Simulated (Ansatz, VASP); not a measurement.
One calculation of HfB2, two programs

File INCAR:

```
SYSTEM = HfB2
  ALGO = Normal
  EDIFF = 1E-7
  ENCUT = 520
  GGA = PS
  ISIF = 2
  ISMEAR = -1
  LASPH = .TRUE.
  LCHARG = .FALSE.
  LREAL = .FALSE.
  LWAVE = .FALSE.
  NBANDS = 15
  NELM = 100
  PREC = Accurate
  SIGMA = 0.05
```

KPOINTS

```
k-points
0
G
  10 10 8
  0 0 0
```

POSCAR

```
HfB2
1.0
    3.1189255395      0.0000000000      0.0000000000
   -1.5594627698      2.7010687497      0.0000000000
    0.0000000000      0.0000000000      3.4566435916
Hf B
1 2
Direct
    0.0000000000      0.0000000000      0.0000000000
    0.6666666667      0.3333333333      0.5000000000
    0.3333333333      0.6666666667      0.5000000000
```

input.yaml

```yaml
crystal:
  lattice:
    - [3.1189255395, 0.0, 0.0]
    - [-1.5594627698, 2.7010687497, 0.0]
    - [0.0, 0.0, 3.4566435916]
  atoms:
    - { symbol: Hf, position: [0.0, 0.0, 0.0] }
    - { symbol: B, position: [0.6666666667, 0.3333333333, 0.5] }
    - { symbol: B, position: [0.3333333333, 0.6666666667, 0.5] }
hamiltonian:
  xc: pbesol
  pseudopotentials: { kind: paw }
kpoints:
  mp_grid: { grid: [10, 10, 8] }
scf:
  occupations: { method: fermi_dirac, width: 0.05 }
output:
  forces: true
  stress: true
  eigenvalues: true
  write_density: true
  write_potential: true
  elf: true
  volumetric_format: npy
```

Change from the starting cell: volume scaled by 0.98.

Alike in both runs: task single point; functional PBEsol; k mesh 10 × 10 × 8; occupations fermi-dirac, width 0.05 eV; no spin polarisation.

|  | VASP | Ansatz |
| --- | --- | --- |
| version | VASP 6.6.1 | Ansatz 0.2.0 |
| potentials or method | VASP PAW PBE potentials, release 64 (Hf_pv, B) | Ansatz PAW |
| plane-wave cutoff (eV) | 520 | 420 |
| valence electrons in the cell | 16 | 32 |

Ansatz gave:

| Property | Result |
| --- | --- |
| gap on the k mesh at the Fermi level (eV) | none |
| pressure (GPa) | 0.8 |
| largest component of the traceless stress (GPa) | 1.05 |

Q: What did VASP give for the same quantities?

A: gap on the k mesh at the Fermi level (eV): none; pressure (GPa): 0.8; largest component of the traceless stress (GPa): 0.84.

A gap of «none» marks a metal or a gap that the smearing closes. The two sets of potentials don't hold the same shells in valence.

Caveats: the PAW data sets were made with another functional, which shifts forces and pressure a little (VASP); the PAW data sets come from PBE, with cores solved anew for the run's functional, which leaves a small shift of forces and pressure (Ansatz). The runs have no spin-orbit coupling, so splittings on Hf are missing.
